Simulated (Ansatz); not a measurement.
# Property card for Ge$_{2}$Pt$_{3}$

All numbers below come from DFT r2SCAN, scalar-relativistic, plane waves, PAW in Ansatz 0.2.0.

Plane waves to 500 eV, a k mesh through Γ of 10×6×6 on the computed 10-atom cell and Gaussian smearing (0.10 eV); no spin polarisation.

The structure is relaxed at this level of theory with its symmetry kept. Whether it is the stable form of this composition wasn't checked.

Space group Cmcm (No. 63). a = 3.487 Å, b = 12.213 Å, c = 7.603 Å, α = 90.00°, β = 90.00°, γ = 90.00°
```csv
atom,site,symmetry,x,y,z
Ge,4b,2/m..,0.5000,0.0000,0.0000
Ge,4c,m2m,0.0000,0.2437,0.7500
Pt,4c,m2m,0.0000,0.0348,0.7500
Pt,8f,m..,0.5000,0.3399,0.9414
```

Question: Formation energy from the elements' standard states (uncorrected)?

Answer: -0.433 eV/atom.

Question: Density of states at the Fermi level?

Answer: 3.77 states/eV per cell.

Question: Löwdin character within 0.5 eV of the Fermi level?

Answer: Pt 5d 50 %, Ge 4p 31 %, Ge 4s 9 %, unprojected 4 %.

Question: Bader charges (e)?

Answer: Ge (2 in the cell) 0.69, Ge (2 in the cell) 0.73, Pt (2 in the cell) -0.49, Pt (4 in the cell) -0.47.

Spin-orbit coupling is left out, which matters for the bands of heavy elements.

Cost: 1 run of about 21 core-minutes, on Arm Neoverse V1 (shared hosts).